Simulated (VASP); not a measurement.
# BN (P6_3mc) in VASP: Born charges and dielectric tensor with LDA

Aim: the Born charges and dielectric tensor of BN with LDA.

Program: VASP 6.6.1. These are calculated values, not measurements. Logs are shortened: lines on timing, memory, paths and dates and some standing lists are left out, and cuts for length are marked.

## (1) Starting point

The structure is hexagonal, space group P6_3mc (No. 186). The conventional cell has a = 2.568 Å, b = 2.568 Å, c = 4.245 Å, α = 90.00°, β = 90.00°, γ = 120.00°. B (site symmetry 3m) has 4 N at 1.58 to 1.59 Å as nearest neighbours. N (site symmetry 3m) is surrounded by 4 B at 1.58 to 1.59 Å.

Measurements of this composition are mostly on another form, of space group No. 194.

## (2) Born charges and dielectric tensor, LDA

INCAR reads:

```
PREC     = Accurate       # precision mode
ENCUT    = 600            # plane-wave cutoff, eV
EDIFF    = 1E-8           # SCF threshold, eV
ISMEAR   = 0              # smearing method
SIGMA    = 0.02           # smearing width, eV
LREAL    = False          # projectors in reciprocal space
LASPH    = True           # aspherical terms in the spheres
NELM     = 80             # most SCF steps
ALGO     = Normal         # electronic algorithm
ISIF     = 2              # what is computed and relaxed
LWAVE    = False          # write WAVECAR
LCHARG   = False          # write CHGCAR
GGA      = CA             # functional
LEPSILON = True           # dielectric tensor by DFPT
IBRION   = 8              # ionic algorithm
NSW      = 1              # ionic steps
```

KPOINTS reads:

```
regular mesh
0
Gamma
  12 12 6
```

POSCAR reads:

```
BN
1.0
    2.5678700000      0.0000000000      0.0000000000
   -1.2839300000      2.2238400000      0.0000000000
    0.0000000000      0.0000000000      4.2454700000
B N
2 2
Direct
    0.6666700000      0.3333300000      0.9998500000
    0.3333300000      0.6666700000      0.4998500000
    0.6666700000      0.3333300000      0.6251500000
    0.3333300000      0.6666700000      0.1251500000
```

Potentials or basis: VASP PAW LDA potentials, release 64 (B, N).

Run with:

```
> cat potpaw_LDA.64/B/POTCAR potpaw_LDA.64/N/POTCAR > POTCAR
> mpirun -np 1 vasp_std > vasp.out
```

OUTCAR:

```text
PREC = Accurate
   ENCUT = 600
   EDIFF = 1E-8
   ISMEAR = 0
   LREAL = False
   LASPH = True
   NELM = 80
   ISIF = 2
   GGA = CA
   LEPSILON = True
   IBRION = 8
   NSW = 1

 ion  position               nearest neighbor table
   1  0.667  0.333  1.000-   4 1.58   4 1.58   4 1.58   3 1.59
   2  0.333  0.667  0.500-   3 1.58   3 1.58   3 1.58   4 1.59
   3  0.667  0.333  0.625-   2 1.58   2 1.58   2 1.58   1 1.59
   4  0.333  0.667  0.125-   1 1.58   1 1.58   1 1.58   2 1.59

  LATTYP: Found a hexagonal cell.
 ALAT       =     2.5678700000
 C/A-ratio  =     1.6533041003

  Lattice vectors:

 A1 = (   2.5678700000,   0.0000000000,   0.0000000000)
 A2 = (  -1.2839300000,   2.2238400000,   0.0000000000)
 A3 = (   0.0000000000,   0.0000000000,   4.2454700000)

Analysis of symmetry for initial positions (statically):
=====================================================================
 Subroutine PRICEL returns:
 Original cell was already a primitive cell.

 Routine SETGRP: Setting up the symmetry group for a
 hexagonal supercell.

 Subroutine GETGRP returns: Found  4 space group operations
 (whereof  2 operations were pure point group operations)
 out of a pool of 24 trial point group operations.

The static configuration has the point symmetry C_1h.
 The point group associated with its full space group is C_2v.

Analysis of symmetry for dynamics (positions and initial velocities):
=====================================================================
 Subroutine PRICEL returns:
 Original cell was already a primitive cell.

 Routine SETGRP: Setting up the symmetry group for a
 hexagonal supercell.

 Subroutine GETGRP returns: Found  4 space group operations
 (whereof  2 operations were pure point group operations)
 out of a pool of 24 trial point group operations.

The dynamic configuration has the point symmetry C_1h.
 The point group associated with its full space group is C_2v.

 Subroutine INISYM returns: Found  4 space group operations
 (whereof  2 operations are pure point group operations),
 and found     1 'primitive' translations

----------------------------------------------------------------------------------------

                                     Primitive cell

  volume of cell :      24.2439

  direct lattice vectors                    reciprocal lattice vectors
     2.567870000  0.000000000  0.000000000     0.389427814  0.224835444  0.000000000
    -1.283930000  2.223840000  0.000000000     0.000000000  0.449672638  0.000000000
     0.000000000  0.000000000  4.245470000     0.000000000  0.000000000  0.235545181

  length of vectors
     2.567870000  2.567866934  4.245470000     0.449672101  0.449672638  0.235545181

  position of ions in fractional coordinates (direct lattice)
     0.666670000  0.333330000  0.999850000
     0.333330000  0.666670000  0.499850000
     0.666670000  0.333330000  0.625150000
     0.333330000  0.666670000  0.125150000

  ion indices of the primitive-cell ions
   primitive index   ion index
                 1           1
                 2           2
[... 551 lines left out ...]
    -0.51371 -0.00001  0.00000
    -0.00001 -0.51372 -0.00000
     0.00000 -0.00000  1.05942

[... ionic steps 4 to 9 ...]

--------------------------------------- Ionic step       10  -------------------------------------------

------------------------ aborting loop because EDIFF is reached ----------------------------------------

[... ionic steps 11 to 11 ...]

--------------------------------------- Ionic step       12  -------------------------------------------

 Free energy of the ion-electron system (eV)
  ---------------------------------------------------
  ---------------------------------------------------
  free energy    TOTEN  =        -0.25359674 eV

  energy without entropy =       -0.25359674

------------------------ aborting loop because EDIFF is reached ----------------------------------------

 INTERNAL STRAIN TENSOR  FOR ION    3  DIRECTION 3   (eV/Angst):
 -----------------------------------------------------------------------------
    -0.44068  0.00232 -0.01733
     0.00232 -0.43800  0.01000
     0.01695 -0.00979 -1.30750

 MACROSCOPIC STATIC DIELECTRIC TENSOR (including local field effects in DFT)
 ------------------------------------------------------
           4.570547    -0.000013     0.000000
          -0.000013     4.570517     0.000000
           0.000000     0.000000     4.729713
 ------------------------------------------------------

 PIEZOELECTRIC TENSOR (including local field effects)  for field in x, y, z        (e  Angst)
          XX          YY          ZZ          XY          YZ          ZX
  --------------------------------------------------------------------------------
  x     0.00000     0.00000     0.00000     0.00000    -0.00002    -0.92222
  y    -0.00000    -0.00000     0.00000     0.00000    -0.92224    -0.00002
  z    -0.77734    -0.77735     1.60310    -0.00001     0.00000     0.00000

 PIEZOELECTRIC TENSOR (including local field effects)  for field in x, y, z        (C/m^2)
          XX          YY          ZZ          XY          YZ          ZX
  --------------------------------------------------------------------------------
  x     0.00000     0.00000     0.00000     0.00000    -0.00001    -0.60946
  y    -0.00000    -0.00000     0.00000     0.00000    -0.60947    -0.00001
  z    -0.51371    -0.51372     1.05942    -0.00001     0.00000     0.00000

 BORN EFFECTIVE CHARGES (including local field effects) (in |e|, cummulative output)
 ---------------------------------------------------------------------------------
 ion    1
    1     1.83319     0.00000    -0.00000
    2     0.00000     1.83318     0.00000
    3    -0.00003     0.00001     1.92950
 ion    2
    1     1.83319     0.00000     0.00000
    2     0.00000     1.83318    -0.00000
    3     0.00003    -0.00001     1.92950
 ion    3
    1    -1.83319    -0.00000     0.00000
    2    -0.00000    -1.83318    -0.00000
    3    -0.00003     0.00002    -1.92950
 ion    4
    1    -1.83319    -0.00000    -0.00000
    2    -0.00000    -1.83318     0.00000
    3     0.00003    -0.00002    -1.92950

 INTERNAL STRAIN TENSOR FOR ION    4 for displacements in x,y,z  (eV/Angst):
          X           Y           Z          XY          YZ          ZX
  --------------------------------------------------------------------------------
  x     0.00294    -0.00630     0.00036    -3.20502     0.01994    -1.62027
  y    -3.22215     3.22408    -0.00021     0.04526    -1.70190    -0.02937
  z    -0.44068    -0.43800    -1.30750     0.00232     0.00979     0.01733

 SECOND DERIVATIVES (NOT SYMMETRIZED)
 ------------------------------------
               1X          1Y          1Z          2X          2Y          2Z          3X          3Y          3Z          4X          4Y          4Z
  1X   -23.366993   -0.000084   -0.000377    0.146151    0.000503   -0.001182    4.832373   -0.000637   -0.000440   18.388469    0.000217    0.001998
  1Y    -0.000084  -23.367015    0.000218    0.000503    0.146732    0.000682   -0.000637    4.831623    0.000254    0.000217   18.388661   -0.001154
  1Z     0.003865   -0.002231  -32.961420    0.004986   -0.002879   11.271001   -0.004742    0.002738    7.251497   -0.004108    0.002372   14.438922
  2X     0.146151    0.000503    0.001182  -23.366993   -0.000084    0.000377   18.388469    0.000217   -0.001998    4.832373   -0.000637    0.000440
  2Y     0.000503    0.146732   -0.000682   -0.000084  -23.367015   -0.000218    0.000217   18.388661    0.001154   -0.000637    4.831623   -0.000254
  2Z    -0.004986    0.002879   11.271001   -0.003865    0.002231  -32.961420    0.004108   -0.002372   14.438922    0.004742   -0.002738    7.251497
  3X     4.828998   -0.001012   -0.000957   18.390939    0.000643   -0.000515  -23.582137   -0.001546    0.001985    0.362200    0.001915   -0.000513
  3Y    -0.001012    4.827814    0.000552    0.000643   18.391623    0.000298   -0.001546  -23.583847   -0.001146    0.001915    0.364411    0.000296
  3Z     0.000871   -0.000503    7.185489   -0.000698    0.000403   14.504813   -0.000027    0.000015  -35.005697   -0.000146    0.000084   13.315395
  4X    18.390939    0.000643    0.000515    4.828998   -0.001012    0.000957    0.362200    0.001915    0.000513  -23.582137   -0.001546   -0.001985
  4Y     0.000643   18.391623   -0.000298   -0.001012    4.827814   -0.000552    0.001915    0.364411   -0.000296   -0.001546  -23.583847    0.001146
  4Z     0.000698   -0.000403   14.504813   -0.000871    0.000503    7.185489    0.000146   -0.000084   13.315395    0.000027   -0.000015  -35.005697

 Eigenvectors and eigenvalues of the dynamical matrix
 ----------------------------------------------------

   1 f  =   32.949534 THz   207.028030 2PiTHz 1099.078162 cm-1   136.268263 meV
             X         Y         Z           dx          dy          dz
      1.283950  0.741273  4.244833     0.000368   -0.000212   -0.607687
     -0.000010  1.482567  2.122098     0.000368   -0.000212    0.607687
      1.283950  0.741273  2.654056    -0.000321    0.000185   -0.361547
     -0.000010  1.482567  0.531321    -0.000321    0.000185    0.361547
[... 71 lines left out ...]
  12 f/i=    0.000389 THz     0.002444 2PiTHz    0.012973 cm-1     0.001608 meV
             X         Y         Z           dx          dy          dz
      1.283950  0.741273  4.244833     0.000011   -0.000006    0.466752
     -0.000010  1.482567  2.122098    -0.000011    0.000006    0.466752
      1.283950  0.741273  2.654056    -0.000013    0.000007    0.531171
     -0.000010  1.482567  0.531321     0.000013   -0.000007    0.531171

--------------------------------------------------------------------------------------------------------

 MACROSCOPIC STATIC DIELECTRIC TENSOR IONIC CONTRIBUTION
 ------------------------------------------------------
           2.160415     0.000041     0.000000
           0.000041     2.160455    -0.000000
           0.000000    -0.000000     2.562225
 ------------------------------------------------------

 ELASTIC MODULI CONTR FROM IONIC RELAXATION (kBar)
 Direction    XX          YY          ZZ          XY          YZ          ZX
 --------------------------------------------------------------------------------
 XX         -64.4832     62.0616     -3.4822      2.4529     -0.0000      0.0000
 YY          62.0616    -64.5507     -3.5669     -2.5117      0.0000     -0.0000
 ZZ          -3.4822     -3.5669    -10.1202     -0.0734      0.0000     -0.0000
 XY           2.4529     -2.5117     -0.0734    -61.4184     -0.0000     -0.0000
 YZ          -0.0000     -0.0000      0.0000     -0.0000    -16.3945     -0.1577
 ZX           0.0000     -0.0000     -0.0000     -0.0000     -0.1577    -13.8307
 --------------------------------------------------------------------------------

 PIEZOELECTRIC TENSOR IONIC CONTR  for field in x, y, z        (C/m^2)
          XX          YY          ZZ          XY          YZ          ZX
  --------------------------------------------------------------------------------
  x    -0.00000     0.00000     0.00000    -0.00000    -0.00133     0.16257
  y     0.00000    -0.00000    -0.00000     0.00000     0.17708     0.00291
  z     0.05232     0.05322     0.15152     0.00078    -0.00000     0.00000
```

Run time: 7.4 min. Hardware: 1 thread of Intel Xeon 6975P-C (Granite Rapids), shared host; peak memory 0.48 GiB.

What came out:

```
Band gap on the k mesh                                  : 5.01 eV, indirect (least direct gap 8.04 eV)
Electronic dielectric tensor (diagonal)                 : 4.57, 4.57, 4.73
Born charges (mean of the diagonal)                     : B +1.87; N -1.87 e
Highest phonon frequency at Γ, LO-TO splitting left out : 1099 cm⁻¹
```

Phonon frequencies in cm⁻¹ (negative: imaginary):
```csv
q point,frequencies
"(0.000, 0.000, 0.000)",0 0 0 471 471 914 914 918 983 1017 1017 1099
```

Electronic dielectric tensor:
```
4.57 0.00 0.00
0.00 4.57 0.00
0.00 0.00 4.73
```

Born effective charge tensors (e):
atom 1, B
```
1.83 0.00 0.00
0.00 1.83 0.00
0.00 0.00 1.93
```
atom 2, B
```
1.83 0.00 0.00
0.00 1.83 0.00
0.00 0.00 1.93
```
atom 3, N
```
-1.83  0.00  0.00
 0.00 -1.83  0.00
 0.00  0.00 -1.93
```
atom 4, N
```
-1.83  0.00  0.00
 0.00 -1.83  0.00
 0.00  0.00 -1.93
```

A k mesh can miss the band edges.
